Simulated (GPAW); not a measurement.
Write an ASE script for GPAW 26.7.0 that does the following.

```
Task                : relaxation of cell and atoms
Functional          : PBE
Dispersion          : D3
Potentials or basis : GPAW PAW data sets (gpaw-data 1.2.1)
Cutoff              : 800 eV
Basis               : pw
k mesh              : 5 × 5 × 3
Occupations         : fermi-dirac, width 0.05 eV
Spin                : collinear spin, ferromagnetic start
Starting moments    : [2.0, 2.0] μB
Maxiter             : 150
Optimizer           : FIRE
Fmax                : 0.01 eV/Å
Max steps           : 40
```

The structure of Pr lies in Pr.cif:

```cif
data_Pr
_cell_length_a 3.66900000
_cell_length_b 3.66900000
_cell_length_c 5.92000000
_cell_angle_alpha 90.00000000
_cell_angle_beta 90.00000000
_cell_angle_gamma 120.00000000
_space_group_name_H-M_alt 'P1'
_space_group_name_Hall 'P 1'
_space_group_IT_number 1
loop_
_space_group_symop_operation_xyz
'x,y,z'
loop_
_atom_site_label
_atom_site_type_symbol
_atom_site_symmetry_multiplicity
_atom_site_Wyckoff_symbol
_atom_site_fract_x
_atom_site_fract_y
_atom_site_fract_z
_atom_site_occupancy
Pr1 Pr 1 a 0.6666666667 0.3333333333 0.7500000000 1
Pr2 Pr 1 a 0.3333333333 0.6666666667 0.2500000000 1
```

This isn't the form of Pr at room conditions, which is double hcp.

One way to write it, as run:

run.py

```python
from ase.calculators.mixing import SumCalculator
from ase.filters import FrechetCellFilter
from ase.io import read, write
from ase.optimize import FIRE
from dftd3.ase import DFTD3
from gpaw import GPAW, PW

atoms = read('Pr.cif')
atoms.set_initial_magnetic_moments([2.0, 2.0])

calc = GPAW(mode=PW(800),
            xc='PBE',
            kpts={'size': (5, 5, 3), 'gamma': True},
            occupations={'name': 'fermi-dirac', 'width': 0.05},
            nbands=31,
            convergence={'density': 1e-05, 'energy': 1e-05},
            maxiter=150,
            txt='gpaw.txt')
atoms.calc = SumCalculator([calc, DFTD3(method='pbe', damping='d3zero')])
opt = FIRE(FrechetCellFilter(atoms), trajectory='relax.traj', logfile='-')
done = opt.run(fmax=0.01, steps=40)
calc.write('gs.gpw')
write('result.traj', atoms)
print('Converged:', done)
print('Cell:', atoms.cell.cellpar().round(4))
print('Volume:', round(atoms.get_volume(), 4))
print(atoms.get_scaled_positions().round(5))
```

Potentials or basis: GPAW PAW data sets (gpaw-data 1.2.1), pw.

Command:

```bash
$ OMP_NUM_THREADS=1 python run.py
```

Results of the run:

```yaml
Relaxed_volume: 25.68 Å³/atom
Relaxed_cell: a = 3.287 Å, b = 3.287 Å, c = 5.489 Å, α = 90.00°, β = 90.00°, γ = 120.00°
Space_group_after_relaxing_to_0.05_Å: P6_3/mmc (No. 194)
Energy_gained_by_relaxing: 109.2 meV/atom
Ionic_steps: 24
Pressure_after_relaxing: 0.0 GPa
Band_gap_on_the_k_mesh: none (metal or under the smearing width)
Net_moment: 4.72 μB per cell
Site_moments: Pr +1.94 μB
Dispersion_energy_per_atom: -0.441 eV
```

Caveat: the k mesh is coarse (spacing up to 0.40 Å⁻¹), so the values aren't converged; one-centre terms of the f shell are cut off; the magnetic or orbital state may not be the lowest; each step starts from the last one's moments, so a moment once lost doesn't come back; later steps reuse the first step's grids; the volume moved by over 15 % at a fixed basis, so the end points are rough; spin-orbit coupling is left out, which moves the levels of the heavy elements; the volume moved by -26 % from the deposited cell, more than functionals usually miss; pairwise dispersion overbinds metals, which lowers pressure and volume.

It took 23 min on 1 thread of Arm Neoverse V1, with other jobs on the host, peak memory 0.72 GiB.
